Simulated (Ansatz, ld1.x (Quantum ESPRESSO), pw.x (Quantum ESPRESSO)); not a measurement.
## Equation-of-state test of one TM potential (N)

```
Element                 : N
Generator               : ld1.x (Quantum ESPRESSO) 7.5
Type                    : norm-conserving Troullier–Martins (Kleinman–Bylander form)
Functional              : PBE
Relativity              : scalar-relativistic
Frozen core             : [He]
Valence charge          : 5
Reference configuration : 2s2 2p3
Partial waves           : 2s (bound): rc 0.95 bohr; 2p (bound): rc 1.85 bohr
Local potential         : all-electron potential smoothed inside 0.95 bohr (lloc = -1)
Core correction         : Bessel-smoothed model core inside 0.75 bohr
```

Atomic tests: cutoffs needed: 50 Ry and 140 Ry (the cutoffs (Ry, on a coarse ladder) from which the occupation-weighted sum of valence levels, in a spherical-Bessel basis at the reference potential, stays within 10 and 1 mRy of its value at 400 Ry); ghost test: no extra level below or beside the all-electron valence levels (s, p, d, f tested) (spherical-Bessel basis up to 400 Ry, 20 bohr box); largest excitation error: +2067 meV (all-electron minus pseudo) for 2s1 2p0, out of 7 test configurations.

Crystal test: diamond N in pw.x 7.5, no spin, 11³ k-points, Fermi–Dirac smearing 0.01 Ry, cutoffs 170/680 Ry. The lattice is a test structure that the element need not adopt, and mesh and smearing are coarse. Spin polarisation is left out.

pw.x input:

```
&control
  calculation='scf', prefix='x', pseudo_dir='./', outdir='./tmp', tstress=.true., disk_io='low'
/
&system
  ibrav=0, nat=2, ntyp=1, ecutwfc=170, ecutrho=680, nbnd=12,
  occupations='smearing', smearing='fd', degauss=0.01
/
&electrons
  conv_thr=1e-09, mixing_beta=0.4, electron_maxstep=70
/
ATOMIC_SPECIES
N 1.0 N.UPF
CELL_PARAMETERS angstrom
  0.00000000 2.09628974 2.09628974
  2.09628974 0.00000000 2.09628974
  2.09628974 2.09628974 0.00000000
ATOMIC_POSITIONS crystal
N 0.0000 0.0000 0.0000
N 0.2500 0.2500 0.2500
K_POINTS automatic
11 11 11 0 0 0
```

```bash
pw.x < N.scf.in > N.scf.out
```

How does the run end?

It converges; the pressure is 0.33 GPa against -0.81 GPa from all-electron LAPW. The largest radius (1.85 bohr) exceeds half the bond length (1.72 bohr), so the spheres overlap, which is one possible source of error among others. The log shows:

```
     lattice parameter (alat)  =       5.6023  a.u.
     unit-cell volume          =     124.3313 (a.u.)^3
     number of electrons       =        10.00
     number of Kohn-Sham states=           12
     kinetic-energy cutoff     =     170.0000  Ry
     charge density cutoff     =     680.0000  Ry
     scf convergence threshold =      1.0E-09
     Exchange-correlation= PBE
     number of k points=    56  Fermi-Dirac smearing, width (Ry)=  0.0100
     iteration #  1     ecut=   170.00 Ry     beta= 0.40
     total energy              =     -39.79708648 Ry
     estimated scf accuracy    <       0.01024174 Ry
     iteration #  2     ecut=   170.00 Ry     beta= 0.40
     total energy              =     -39.79682536 Ry
     estimated scf accuracy    <       0.00277040 Ry
     iteration #  3     ecut=   170.00 Ry     beta= 0.40
     total energy              =     -39.79695202 Ry
     estimated scf accuracy    <       0.00009425 Ry
     iteration #  4     ecut=   170.00 Ry     beta= 0.40
     total energy              =     -39.79695696 Ry
     estimated scf accuracy    <       0.00000006 Ry
     iteration #  5     ecut=   170.00 Ry     beta= 0.40
     total energy              =     -39.79695701 Ry
     estimated scf accuracy    <       0.00000001 Ry
     iteration #  6     ecut=   170.00 Ry     beta= 0.40
     total energy              =     -39.79695701 Ry
     estimated scf accuracy    <          2.8E-09 Ry
     iteration #  7     ecut=   170.00 Ry     beta= 0.40
     the Fermi energy is     6.7097 ev
!    total energy              =     -39.79695701 Ry
     estimated scf accuracy    <          1.2E-10 Ry
     smearing contrib. (-TS)   =      -0.00388715 Ry
     The total energy is F=E-TS. E is the sum of the following terms:
     one-electron contribution =      -1.91374625 Ry
     hartree contribution      =       6.47471089 Ry
     xc contribution           =     -10.35860545 Ry
     ewald contribution        =     -33.99542905 Ry
     convergence has been achieved in   7 iterations
          total   stress  (Ry/bohr**3)                   (kbar)     P=        3.28
```
